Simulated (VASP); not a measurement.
Pb:

```
CELL_PARAMETERS angstrom
0.00000 2.47502 2.47502
2.47502 0.00000 2.47502
2.47502 2.47502 0.00000
ATOMIC_POSITIONS crystal
Pb 0.00000 0.00000 0.00000
```

Base run:

| Property | Result |
| --- | --- |
| Program | VASP 6.6.1 |
| Functional | PBE |
| Potentials or basis | VASP PAW PBE potentials, release 64 (Pb_d) |
| Cutoff | 520 eV |
| k mesh | 9 × 9 × 9 |
| Occupations | gaussian, width 0.012 eV |
| Spin | no spin polarisation |

Its results: pressure 2.2 GPa.

**Question.** The run is repeated on the same cell with these changes: functional from PBE to rSCAN; occupations from gaussian, width 0.012 eV to fermi-dirac, width 0.05 eV. What comes out?

**Answer.** Pressure 1.3 GPa.

Caveats: the PAW data sets were made with another functional, which shifts forces and pressure a little (some runs).
